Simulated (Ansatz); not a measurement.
The cell is COD entry 9009735, as deposited and not checked against the literature; nothing was relaxed.

Below is the log of a run of Ansatz 0.2.0.

```
K: projections on atomic orbitals take those of the free atom 1s2 2s2 2p6 3s2 3p6 4s1, of charge +0.00 (hamiltonian.pseudopotentials.projection_atoms)
I: projections on atomic orbitals take those of the free atom 1s2 2s2 2p6 3s2 3p6 3d10 4s2 4p6 4d10 5s2 5p5, of charge +0.00 (hamiltonian.pseudopotentials.projection_atoms)
LAPW: plane waves up to 5.535 Å⁻¹, error target 1.0e-3 eV per atom; small_component_spin mean_spin; K in spheres of 1.733 Å, 9 of its electrons in bands, Dirac shells []; I in spheres of 1.792 Å, 25 of its electrons in bands, Dirac shells []
Engine: ansatz 0.2.0
Pseudopotentials: kind: all_electron
Pseudopotential: K, LAPW, valence charge 9, Koelling and Harmon's equation, gaussian nucleus
Pseudopotential: I, LAPW, valence charge 25, Koelling and Harmon's equation, gaussian nucleus
Functional definition: PBEsol
  exchange = pbesol_x
  correlation = pbesol_c
Crystal: 2 atoms, lattice volume = 87.567 Å³
Basis set: ecut = 116.73457585514763 eV, 259 PW (Γ), exchange–correlation at level 2
Bands: 21, of which v1, the nominal top of the filled ones, is band 17 counted from 1 (16 counted from 0)
Symmetry: 48 space group operations
Space group: Fm-3m (ITA 225), of the structure as read, at distance tolerance 4.4e-5 Å
k-points: 29 of 512
Non-local potential: K, projectors of the file, none
Non-local potential: I, projectors of the file, none
Initial density: superposition of atomic densities (chi_scale 0.1, normalization cell, long waves kept (reshape's long-wave potential 0.00 eV rms))
Initial wavefunctions: plane waves of lowest kinetic energy (no species holds an atomic orbital)
Functional: x = pbesol(κ = 0.804, μ = 0.12345679012345678), c = pbesol(β = 0.046)
iter 1 solved again at ethr=6.25e-4 eV; its pass at ethr=1.00e-1 eV (dr2=2.12e-1 eV) is discarded
SCF iter   1: F=—  HF=-209927.163621 eV  |F-HF|=—  |Δ(HF+E_count)|=         —  Δρ=9.02e-3  dr2=2.12e-1  ethr=6.25e-4  ⟨swp⟩=2.6  Hψ=3926  notcnv=0
preconditioner: auto → none  [insulator: Δε(μ)=4.067 eV  Ē_g=13.585 eV  σ=0.010 eV  W_gap=1.00  n_scr=14 (ndim 8)  ℏωp=14.8 eV  f_vac=0.084  D(μ)=0.00/eV (n_scr^D=0)  ε∞_Penn≈2.2]
iter 2 solved again at ethr=4.60e-5 eV; its pass at ethr=6.24e-4 eV (dr2=1.56e-2 eV) is discarded
SCF iter   2: F=—  HF=-209927.092000 eV  |F-HF|=—  |Δ(HF+E_count)|=   7.16e-2  Δρ=2.58e-3  dr2=1.56e-2  ethr=4.60e-5  ⟨swp⟩=2.0  Hψ=3388  notcnv=0
SCF iter   3: F=—  HF=-209927.097473 eV  |F-HF|=—  |Δ(HF+E_count)|=         —  Δρ=1.18e-3  dr2=3.34e-3  ethr=4.60e-5  ⟨swp⟩=3.0  Hψ=2114  notcnv=0
the basis was enlarged: its passes take 68.0 KiB over the memory plan, 1 of 1 planned eigensolver slots
SCF iter   4: F=—  HF=-209927.099628 eV  |F-HF|=—  |Δ(HF+E_count)|=   2.16e-3  Δρ=2.02e-4  dr2=7.71e-5  ethr=9.81e-6  ⟨swp⟩=3.0  Hψ=2126  notcnv=0
SCF iter   5: F=—  HF=-209927.099817 eV  |F-HF|=—  |Δ(HF+E_count)|=   1.89e-4  Δρ=3.30e-5  dr2=1.97e-6  ethr=2.27e-7  ⟨swp⟩=3.0  Hψ=2080  notcnv=0
SCF iter   6: F=—  HF=-209927.099824 eV  |F-HF|=—  |Δ(HF+E_count)|=   6.42e-6  Δρ=3.83e-6  dr2=2.19e-8  ethr=5.80e-9  ⟨swp⟩=3.0  Hψ=1975  notcnv=0
SCF iter   7: F=-209927.099824 eV  HF=-209927.099824 eV  |F-HF|=4.92e-9  |Δ(HF+E_count)|=   6.18e-8  Δρ=9.16e-7  dr2=1.16e-9  ethr=6.45e-11  ⟨swp⟩=3.0  Hψ=2063  notcnv=0
SCF 1 converged in 7 iterations: F = -209927.099824 eV  dr2 = 1.16e-9
NSCF: frozen V_eff on 99 k-points
SCF converged after 7 iterations
Free energy (F): -209927.099824 eV
Harris-Foulkes:  -209927.099824 eV  (|F-HF|=4.92e-9)
Internal energy: -209927.099824 eV  (E = F + TS)
E sigma→0 (E₀):  -209927.099824 eV
Fermi energy:    5.039015 eV
--- Per-component energies (eV) ---
  E_band       = -1537.567637
  E_kinetic    = 221318.041121
  E_xc         = -5747.335481
  E_electrostatic = -425497.805463  (all electrons and nuclei)
  E_smearing   = -0.000000  (= −TS)
  E_closure    = 0.000000  (closes the sum)
  E_atoms      = -209921.316799  (free atoms, spherical and without spin; not in F)
  Σ components = -209927.099824   (vs F -209927.099824, Δ=0.00e0)
  Basis errors (estimates in eV, not in F): energy 4.0e-4 per atom: plane waves 3.7e-4 (1.9e-4 summed), levels above the bands 8.4e-231, relativity 2.1e-9, radial functions 3.8e-5, core shells 4.8e-8; eigenvalues (radial functions only) 2.9e-6; not estimated: angular momenta, meshes, grids; target (lapw.basis_error) 1.0e-3; muffin-tin radii K 1.733 Å, I 1.792 Å
--- Forces (eV/Å), atoms counted from 1 ---
  atom   1  K     -0.00000000     0.00000000    -0.00000000
  atom   2  I      0.00000000    -0.00000000     0.00000000
  max |Σ_I F_I| component: 6.70e-31 eV/Å
--- Stress (GPa, compression-positive) ---
       -0.207779      -0.000000       0.000000
       -0.000000      -0.207779      -0.000000
        0.000000      -0.000000      -0.207779
  P = ⅓ Tr σ = -0.2078 GPa (-2.078 kbar)
--- Band table (eV; the first three rows and the last of 29) ---
  k-point 0: bands = ["-169.6080", "-116.6728", "-116.6728", "-116.6728", "-39.5921", "-39.5921", "-39.5891", "-39.5891", "-39.5891", "-25.1919", "-8.7465", "-8.7465", "-8.7465", "-7.4382", "3.1173", "3.1173", "3.1173", "6.9495", "9.5549", "9.5549", "9.5549"]
  k-point 1: bands = ["-169.6080", "-116.6728", "-116.6728", "-116.6728", "-39.5921", "-39.5921", "-39.5891", "-39.5891", "-39.5891", "-25.1916", "-8.7753", "-8.7468", "-8.7468", "-7.3905", "2.8486", "3.0616", "3.0616", "7.3407", "9.4702", "9.7254", "9.7254"]
  k-point 2: bands = ["-169.6080", "-116.6728", "-116.6728", "-116.6728", "-39.5921", "-39.5921", "-39.5890", "-39.5890", "-39.5890", "-25.1908", "-8.8381", "-8.7477", "-8.7477", "-7.2810", "2.3286", "2.9344", "2.9344", "8.0598", "9.6076", "10.1712", "10.1712"]
  k-point 28: bands = ["-169.6080", "-116.6728", "-116.6728", "-116.6728", "-39.5921", "-39.5921", "-39.5890", "-39.5890", "-39.5890", "-25.1889", "-8.8052", "-8.7808", "-8.7808", "-7.2245", "2.3663", "2.3663", "2.4981", "9.4923", "9.4923", "9.7120", "11.2381"]
--- Löwdin populations: 2 sites ---
  site symbol       q [e]
     0      K     18.3131
     1      I     53.6351
  spilling = 0.000720 (of n_electrons = 72.000000)
```

The cell and starting positions:

```
CELL_PARAMETERS angstrom
0.00000 3.52455 3.52455
3.52455 0.00000 3.52455
3.52455 3.52455 0.00000
ATOMIC_POSITIONS crystal
K 0.00000 0.00000 0.00000
I 0.50000 0.50000 0.50000
```

Parts of the input that the log doesn't repeat:

```yaml
  band_path:
    path:
      - [0.0, 0.0, 0.0]
      - [0.5, 0.0, 0.5]
      - [0.625, 0.25, 0.625]
      - [0.375, 0.375, 0.75]
      - [0.0, 0.0, 0.0]
      - [0.5, 0.5, 0.5]
      - [0.5, 0.25, 0.75]
      - [0.5, 0.0, 0.5]
    npoints: 14
output:
  forces: true
  stress: true
  eigenvalues: true
  fatbands: true
  populations: true
  dos: { projected: true, de: 0.2, e_range: [-14, 8] }
```

(1) Write the input that produced this log.

## Answers

(1) 
```yaml
crystal:
  lattice:
    - [0.0, 3.52455, 3.52455]
    - [3.52455, 0.0, 3.52455]
    - [3.52455, 3.52455, 0.0]
  atoms:
    - { symbol: K, position: [0.0, 0.0, 0.0] }
    - { symbol: I, position: [0.5, 0.5, 0.5] }
kpoints:
  mp_grid: { grid: [8, 8, 8] }
  band_path:
    path:
      - [0.0, 0.0, 0.0]
      - [0.5, 0.0, 0.5]
      - [0.625, 0.25, 0.625]
      - [0.375, 0.375, 0.75]
      - [0.0, 0.0, 0.0]
      - [0.5, 0.5, 0.5]
      - [0.5, 0.25, 0.75]
      - [0.5, 0.0, 0.5]
    npoints: 14
scf:
  occupations: { method: fermi_dirac, width: 0.01 }
hamiltonian:
  xc: pbesol
  pseudopotentials: { kind: all_electron, lapw: { basis_error: 0.001 } }
output:
  forces: true
  stress: true
  eigenvalues: true
  fatbands: true
  populations: true
  dos: { projected: true, de: 0.2, e_range: [-14, 8] }
```
This is the input that was run; digits and keys that the log doesn't show could differ in an equivalent one.
